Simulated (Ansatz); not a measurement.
Ansatz input file:

```yaml
crystal:
  lattice:
    - [3.8890804024, 0.0, 0.0]
    - [0.0, 3.8890804024, 0.0]
    - [0.0, 0.0, 5.8544282819]
  atoms:
    - { symbol: Cu, position: [0.5, 0.5, 0.0] }
    - { symbol: Cu, position: [0.0, 0.0, 0.0] }
    - { symbol: I, position: [0.5, 0.0, 0.2916300002] }
    - { symbol: I, position: [0.0, 0.5, 0.7083699998] }
basis:
  ecutwfc: 420
kpoints:
  mp_grid: { grid: [8, 8, 6] }
hamiltonian:
  xc: pbe
  dispersion: d3bj
scf:
  occupations: { method: gaussian, width: 0.02 }
output:
  forces: true
  stress: true
  eigenvalues: true
relax:
  adjacent_minimum: "off"
  f_tol: 0.01
  max_steps: 30
  cell: { stress_tol: 0.1, fix: [volume] }
```

Command:
```bash
ansatz run input.yaml --threads 1 --pin off --max-ram 2560MiB --backend cpu --events-out ev --progress --plain --runs-dir out
```

Computed with Ansatz, DFT PBE+D3(BJ), scalar-relativistic, plane waves, PAW.

From the run's log, abridged:

```
Pseudopotentials: kind: paw
Pseudopotential: Cu, paw, valence charge 19, recommended cutoff 420 eV (normal)
Pseudopotential: I, paw, valence charge 17, recommended cutoff 420 eV (normal)
Functional definition: PBE
Crystal: 4 atoms, lattice volume = 88.548 Å³
Basis set: ecut = 420 eV, 1771 PW (Γ), exchange–correlation on 54×54×80 points (8 copies of the dense FFT grid, shifted against one another)
Bands: 44, of which v1, the nominal top of the filled ones, is band 36 counted from 1 (35 counted from 0)
Symmetry: 16 space group operations
Space group: P4/nmm (ITA 129), of the structure as read, at distance tolerance 4.5e-5 Å
k-points: 60 of 384
Initial density: superposition of atomic densities (neutral atoms: chi_scale 0, normalization atom), corrected by the library's trained network
Initial wavefunctions: pseudopotential atomic-orbital guess
Functional: x = pbe(κ = 0.804, μ = 0.21951497), c = pbe(β = 0.06672455)
SCF iter   1: F=—  HF=-28277.980630 eV  |F-HF|=—  |Δ(HF+E_count)|=         —  Δρ=1.77e-3  dr2=6.87e-3  ethr=1.77e-3  ⟨swp⟩=8.4  Hψ=11658  notcnv=0  defer=4
SCF iter   2: F=—  HF=-28277.979968 eV  |F-HF|=—  |Δ(HF+E_count)|=   6.62e-4  Δρ=8.62e-4  dr2=7.59e-4  ethr=9.54e-6  ⟨swp⟩=2.1  Hψ=5004  notcnv=0  defer=167
SCF iter   3: F=—  HF=-28277.980098 eV  |F-HF|=—  |Δ(HF+E_count)|=   1.30e-4  Δρ=1.10e-3  dr2=9.25e-4  ethr=1.05e-6  ⟨swp⟩=2.0  Hψ=4836  notcnv=0  defer=167
SCF iter   4: F=—  HF=-28277.979957 eV  |F-HF|=—  |Δ(HF+E_count)|=   1.40e-4  Δρ=3.04e-4  dr2=5.08e-5  ethr=1.05e-6  ⟨swp⟩=2.0  Hψ=3479  notcnv=0  defer=167
SCF iter   5: F=—  HF=-28277.979958 eV  |F-HF|=—  |Δ(HF+E_count)|=   1.23e-6  Δρ=9.81e-5  dr2=8.13e-6  ethr=7.05e-8  ⟨swp⟩=2.0  Hψ=3433  notcnv=0  defer=167
SCF iter   6: F=—  HF=-28277.979963 eV  |F-HF|=—  |Δ(HF+E_count)|=   4.71e-6  Δρ=2.80e-5  dr2=7.25e-7  ethr=1.13e-8  ⟨swp⟩=2.0  Hψ=3537  notcnv=0  defer=167
SCF iter   7: F=—  HF=-28277.979963 eV  |F-HF|=—  |Δ(HF+E_count)|=   1.02e-7  Δρ=9.92e-6  dr2=1.28e-7  ethr=1.01e-9  ⟨swp⟩=2.0  Hψ=3463  notcnv=0  defer=167
SCF iter   8: F=-28277.979963 eV  HF=-28277.979963 eV  |F-HF|=2.84e-10  |Δ(HF+E_count)|=   9.04e-8  Δρ=3.26e-6  dr2=1.26e-8  ethr=1.39e-10  ⟨swp⟩=9.9  Hψ=11050  notcnv=0
SCF 1 converged in 8 iterations: F = -28277.979963 eV  dr2 = 1.26e-8
relax step   1: F+E_penalty+E_count = -28277.97996337 eV  Δ(F+E_penalty+E_count) = +0.000e0 eV  max|allowed force component| = 2.915e-1 eV/Å  Δτ_max = 0.0000 Å  P = +5.613 GPa  Ω = 88.548 Å³  fix = [volume]  reactions: volume +5.613 GPa (8 SCF iters, dr2 threshold 1.00e-7 eV, accepted)
Initial density: handed on by an earlier stage of this run
Initial wavefunctions: those handed on with the density
SCF iter   1: F=—  HF=-28277.987450 eV  |F-HF|=—  |Δ(HF+E_count)|=         —  Δρ=3.56e-3  dr2=1.29e-2  ethr=1.73e-5  ⟨swp⟩=2.9  Hψ=13176  notcnv=0
SCF iter   2: F=—  HF=-28277.985490 eV  |F-HF|=—  |Δ(HF+E_count)|=   1.96e-3  Δρ=2.01e-3  dr2=2.26e-3  ethr=1.73e-5  ⟨swp⟩=2.4  Hψ=3789  notcnv=0
SCF iter   3: F=—  HF=-28277.985125 eV  |F-HF|=—  |Δ(HF+E_count)|=   3.64e-4  Δρ=1.70e-3  dr2=1.87e-3  ethr=3.14e-6  ⟨swp⟩=2.0  Hψ=5266  notcnv=0
SCF iter   4: F=—  HF=-28277.984754 eV  |F-HF|=—  |Δ(HF+E_count)|=   3.71e-4  Δρ=3.86e-4  dr2=7.06e-5  ethr=2.60e-6  ⟨swp⟩=2.0  Hψ=3713  notcnv=0
SCF iter   5: F=—  HF=-28277.984766 eV  |F-HF|=—  |Δ(HF+E_count)|=   1.14e-5  Δρ=1.00e-4  dr2=8.54e-6  ethr=9.80e-8  ⟨swp⟩=2.0  Hψ=4131  notcnv=0
SCF iter   6: F=—  HF=-28277.984767 eV  |F-HF|=—  |Δ(HF+E_count)|=   1.15e-6  Δρ=3.87e-5  dr2=1.11e-6  ethr=1.19e-8  ⟨swp⟩=2.0  Hψ=3590  notcnv=0
SCF iter   7: F=-28277.984767 eV  HF=-28277.984767 eV  |F-HF|=5.20e-8  |Δ(HF+E_count)|=   2.68e-7  Δρ=1.04e-5  dr2=7.89e-8  ethr=5.56e-10  ⟨swp⟩=5.5  Hψ=10753  notcnv=0
SCF 2 converged in 7 iterations: F = -28277.984767 eV  dr2 = 7.89e-8
relax step   2: F+E_penalty+E_count = -28277.98476705 eV  Δ(F+E_penalty+E_count) = -4.804e-3 eV  max|allowed force component| = 1.801e-1 eV/Å  Δτ_max = 0.0441 Å  P = +4.297 GPa  Ω = 88.548 Å³  energy of the carried Pulay correction = +3.161e-17 eV  fix = [volume]  reactions: volume +4.297 GPa (7 SCF iters, dr2 threshold 4.00e-7 eV, accepted)
SCF iter   1: F=—  HF=-28277.987993 eV  |F-HF|=—  |Δ(HF+E_count)|=         —  Δρ=1.27e-3  dr2=1.69e-3  ethr=2.09e-6  ⟨swp⟩=3.0  Hψ=12713  notcnv=0
SCF iter   2: F=—  HF=-28277.987740 eV  |F-HF|=—  |Δ(HF+E_count)|=   2.53e-4  Δρ=7.22e-4  dr2=3.07e-4  ethr=2.09e-6  ⟨swp⟩=2.0  Hψ=3526  notcnv=0
SCF iter   3: F=—  HF=-28277.987688 eV  |F-HF|=—  |Δ(HF+E_count)|=   5.22e-5  Δρ=6.38e-4  dr2=2.58e-4  ethr=4.26e-7  ⟨swp⟩=2.0  Hψ=4726  notcnv=0
SCF iter   4: F=—  HF=-28277.987636 eV  |F-HF|=—  |Δ(HF+E_count)|=   5.18e-5  Δρ=1.42e-4  dr2=9.53e-6  ethr=3.58e-7  ⟨swp⟩=2.0  Hψ=3314  notcnv=0
SCF iter   5: F=—  HF=-28277.987638 eV  |F-HF|=—  |Δ(HF+E_count)|=   2.16e-6  Δρ=2.52e-5  dr2=6.89e-7  ethr=1.32e-8  ⟨swp⟩=2.0  Hψ=4109  notcnv=0
SCF iter   6: F=-28277.987638 eV  HF=-28277.987638 eV  |F-HF|=1.81e-8  |Δ(HF+E_count)|=   2.36e-7  Δρ=8.46e-6  dr2=5.73e-8  ethr=5.56e-10  ⟨swp⟩=6.0  Hψ=10213  notcnv=0
SCF 3 converged in 6 iterations: F = -28277.987638 eV  dr2 = 5.73e-8
relax step   3: F+E_penalty+E_count = -28277.98763838 eV  Δ(F+E_penalty+E_count) = -2.871e-3 eV  max|allowed force component| = 5.703e-3 eV/Å  Δτ_max = 0.0164 Å  P = +4.762 GPa  Ω = 88.548 Å³  fix = [volume]  reactions: volume +4.762 GPa (6 SCF iters, dr2 threshold 4.00e-7 eV, accepted)
Initial wavefunctions: pseudopotential atomic-orbital guess (no wavefunctions were taken with the density)
SCF iter   1: F=—  HF=-28277.986892 eV  |F-HF|=—  |Δ(HF+E_count)|=         —  Δρ=2.22e-4  dr2=9.68e-7  ethr=3.45e-7  ⟨swp⟩=3.1  Hψ=18398  notcnv=0
SCF iter   2: F=—  HF=-28277.987431 eV  |F-HF|=—  |Δ(HF+E_count)|=   5.39e-4  Δρ=1.13e-4  dr2=3.25e-7  ethr=1.34e-9  ⟨swp⟩=2.0  Hψ=4127  notcnv=0
SCF iter   3: F=—  HF=-28277.987620 eV  |F-HF|=—  |Δ(HF+E_count)|=   1.89e-4  Δρ=3.19e-5  dr2=4.68e-7  ethr=4.51e-10  ⟨swp⟩=2.0  Hψ=4800  notcnv=0
SCF iter   4: F=—  HF=-28277.987621 eV  |F-HF|=—  |Δ(HF+E_count)|=   1.20e-6  Δρ=1.81e-6  dr2=4.10e-9  ethr=4.51e-10  ⟨swp⟩=2.0  Hψ=4587  notcnv=0
SCF iter   5: F=—  HF=-28277.987621 eV  |F-HF|=—  |Δ(HF+E_count)|=  6.26e-10  Δρ=1.02e-6  dr2=1.29e-9  ethr=5.69e-12  ⟨swp⟩=2.2  Hψ=3191  notcnv=0
SCF iter   6: F=—  HF=-28277.987621 eV  |F-HF|=—  |Δ(HF+E_count)|=   3.43e-9  Δρ=5.47e-7  dr2=1.92e-10  ethr=1.79e-12  ⟨swp⟩=2.0  Hψ=3712  notcnv=0
SCF iter   7: F=-28277.987621 eV  HF=-28277.987621 eV  |F-HF|=1.46e-11  |Δ(HF+E_count)|=  3.64e-10  Δρ=1.42e-7  dr2=1.11e-11  ethr=1.00e-12  ⟨swp⟩=5.0  Hψ=9316  notcnv=0
SCF 4 converged in 7 iterations: F = -28277.987621 eV  dr2 = 1.11e-11
SCF converged after 7 iterations
Free energy (F): -28277.987621 eV
Harris-Foulkes:  -28277.987621 eV  (|F-HF|=1.46e-11)
Internal energy: -28277.987621 eV  (E = F + TS)
E sigma→0 (E₀):  -28277.987621 eV
Fermi energy:    12.455386 eV
--- Per-component energies (eV) ---
  E_band       = -1517.458186
  E_kinetic    = 983.629962
  E_local      = -14830.429991  (includes V_loc(G=0)·N_el)
  E_nonlocal   = 620.603796
  E_hartree    = 6984.200207
  E_xc         = -434.626430
  E_vxc        = -487.724035  (∫ρ·V_xc dr)
  E_paw        = -12977.513394  (= ΣΔE_a)
  E_vpaw       = -1771.939401  (= ΣTr[D̂ρ^β])
  E_aug_tail   = 0.000618  (compensation charges beyond the density's cutoff)
  E_ewald      = -8622.106481
  E_disp       = -1.745907  (pairwise vdW)
  E_smearing   =  0.000000  (= −TS)
--- Forces (eV/Å), atoms counted from 1 ---
  atom   1  Cu     0.00000000     0.00000000     0.00000000
  atom   2  Cu     0.00000000     0.00000000     0.00000000
  atom   3  I      0.00000000     0.00000000    -0.00569908
  atom   4  I      0.00000000     0.00000000     0.00569908
--- Stress (GPa, compression-positive) ---
        4.772069       0.000000       0.000000
        0.000000       4.772069       0.000000
        0.000000       0.000000       4.740828
  P = ⅓ Tr σ = 4.7617 GPa (47.617 kbar)
--- Band table (eV; the first three rows and the last of 60) ---
  k-point 0: bands = ["-100.5234", "-100.5203", "-57.9439", "-57.9439", "-57.9224", "-57.9224", "-57.9199", "-57.9159", "-34.2987", "-34.2973", "-34.2860", "-34.2860", "-34.2825", "-34.2825", "-34.2327", "-34.2311", "-34.2273", "-34.2251", "-3.2673", "-1.8880", "4.6807", "7.4851", "7.6280", "7.6280", "7.8288", "7.8288", "8.3038", "8.9909", "9.2128", "9.7204", "9.7309", "9.7309", "10.1053", "10.1579", "11.6954", "11.6954", "13.2152", "14.5900", "15.1104", "16.0713", "16.0713", "16.7833", "19.8494", "20.8395"]
  k-point 1: bands = ["-100.5233", "-100.5203", "-57.9439", "-57.9439", "-57.9224", "-57.9224", "-57.9198", "-57.9159", "-34.2987", "-34.2972", "-34.2860", "-34.2860", "-34.2825", "-34.2825", "-34.2326", "-34.2312", "-34.2273", "-34.2251", "-3.1986", "-2.0014", "4.8804", "7.3114", "7.4618", "7.4618", "8.0486", "8.0486", "8.3039", "9.0217", "9.2220", "9.7203", "9.7687", "9.7687", "9.9616", "10.1053", "11.4696", "11.4696", "13.6436", "14.6543", "15.2509", "16.3865", "16.3865", "16.4183", "19.1576", "20.4459"]
  k-point 2: bands = ["-100.5234", "-100.5203", "-57.9439", "-57.9439", "-57.9224", "-57.9224", "-57.9199", "-57.9159", "-34.2987", "-34.2972", "-34.2859", "-34.2859", "-34.2826", "-34.2826", "-34.2325", "-34.2313", "-34.2273", "-34.2251", "-3.0083", "-2.2773", "5.4093", "6.8132", "7.3108", "7.3108", "8.3041", "8.3137", "8.3137", "9.0810", "9.2405", "9.6879", "9.7202", "9.8968", "9.8968", "10.1053", "10.9959", "10.9959", "14.5708", "14.8578", "15.5965", "15.7757", "17.0734", "17.0734", "17.4575", "21.2855"]
  k-point 59: bands = ["-100.5218", "-100.5218", "-57.9459", "-57.9459", "-57.9206", "-57.9206", "-57.9178", "-57.9178", "-34.2968", "-34.2968", "-34.2866", "-34.2866", "-34.2828", "-34.2828", "-34.2286", "-34.2286", "-34.2271", "-34.2271", "-1.8287", "-1.8287", "5.9197", "5.9197", "6.2895", "6.2895", "7.1217", "7.1217", "8.6644", "8.6644", "8.9366", "8.9366", "9.3129", "9.3129", "9.4875", "9.4875", "10.3722", "10.3722", "15.9059", "15.9059", "16.1932", "16.1932", "17.4105", "17.4105", "17.6517", "17.6517"]
--- Relaxed structure (3 steps of the walk, 3 accepted, 1 SCFs on fresh bases) ---
  F+E_penalty+E_count = -28277.98762145 eV   max|allowed force component| = 5.699e-3 eV/Å   (the final SCF, on the basis selected at the relaxed cell)
  cell:  # Å, volume = 88.5479 Å³
    - [3.89978579, 0.0, 0.0]
    - [0.0, 3.89978579, 0.0]
    - [0.0, 0.0, 5.82233015]
  atoms:
    - { symbol: Cu, position: [0.5, 0.5, 0.0] }
    - { symbol: Cu, position: [0.0, 0.0, 0.0] }
    - { symbol: I, position: [0.5, 0.0, 0.29636982] }
    - { symbol: I, position: [0.0, 0.5, 0.70363017] }
```

The relaxation met its thresholds.

The run took 53 s on 1 thread of Arm Neoverse V2 (shared host), peak memory 0.47 GiB.